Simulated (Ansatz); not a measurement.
LaHg, space group Pm-3m, cell relaxations under several functionals

Program: the Ansatz DFT code, driven from Python.

Input file `lahg.xyz`:
```text
2
Lattice="3.864 0.0 0.0 0.0 3.864 0.0 0.0 0.0 3.864" Properties=species:S:1:pos:R:3 pbc="T T T"
La    1.93200000    1.93200000    1.93200000
Hg    0.00000000    0.00000000    0.00000000
```

Notebook, run cell by cell (the value of a cell's last expression is shown):

```python
import warnings

import ansatz as az
import numpy as np
```

```python
def edges_and_angles(cell):
    cell = np.asarray(cell)
    a, b, c = np.linalg.norm(cell, axis=1)
    cosines = cell[1] @ cell[2] / (b * c), cell[0] @ cell[2] / (a * c), cell[0] @ cell[1] / (a * b)
    return (a, b, c, *np.degrees(np.arccos(cosines)))
```

```python
warnings.simplefilter("ignore", az.DeckWarning)
```

```python
xtal = az.Crystal.from_extxyz("lahg.xyz")
```

```python
xtal.resolved().sites[-1]
```

    Site(symbol='Hg', position=(0.0, 0.0, 0.0), moment=None, axis=None, held=None, saved=None)

```python
calc = (
    xtal.calculation()
    .kpoints(5)
    .scf(lower_state_search="standard")
    .occupations("Fermi-Dirac")
    .mixing("anderson", preconditioner="none")
    .relax(cell=True, force_tolerance=0.001, max_steps=100)
)
```

```python
levels = [("pbesol", "d3bj"), ("lda", "none"), ("blyp", "d3bj")]
print("level            a       b       c    alpha   beta  gamma  V/atom  steps")
for name, dispersion in levels:
    seen = []
    run = calc.functional(name, dispersion=dispersion).session().plan()
    result = run.execute(on_event=lambda e: seen.append(e) if e["event"] == "relax_step" else None)
    cell = result.lattice.cell_ang
    label = name if dispersion == "none" else f"{name}+{dispersion}"
    print("{:13s} {:7.4f} {:7.4f} {:7.4f} {:6.2f} {:6.2f} {:6.2f}".format(label, *edges_and_angles(cell)), f"{abs(np.linalg.det(cell)) / len(result.lattice.sites):7.3f} {len(seen):5d}")
```

    level            a       b       c    alpha   beta  gamma  V/atom  steps
    pbesol+d3bj    3.7676  3.7676  3.7676  90.00  90.00  90.00  26.741     6
    lda            3.7890  3.7890  3.7890  90.00  90.00  90.00  27.199     6
    blyp+d3bj      3.8538  3.8538  3.8538  90.00  90.00  90.00  28.618     5

From smallest to largest: PBEsol+D3BJ (26.74 Å³ an atom, -7.3 % against the start), LDA (27.20 Å³ an atom, -5.7 % against the start) and BLYP+D3BJ (28.62 Å³ an atom, -0.8 % against the start). The spread is 7.0 % in volume.

Notes:
- These settings explore the input space; cutoff and mesh may be short of convergence.
- Forces vanish by symmetry, so the ions can't move, and the end may be a saddle.
- BLYP and dispersion corrections can be off by several per cent in the lattices of metals, and by several GPa in the pressure at a fixed cell.
- For a metal this k-point mesh is coarse: on a finer one energies can move by several to tens of meV an atom and pressures by half a GPa or more, differences at one mesh by less.
- Spin-orbit coupling, which matters for elements this heavy, is left out.
- The structure is a deposited one; some such entries were measured under pressure or heat, so a shift against it needn't be the functional's error alone.
- The script silences the warnings on its input, which a real study should read.
- Hardware and time: 18 s on 1 thread of Intel(R) Xeon(R) Platinum 8488C (Sapphire Rapids), with other jobs on the host, peak memory 0.45 GiB.

(Lines on the test bed's own set-up are left out of the output.)
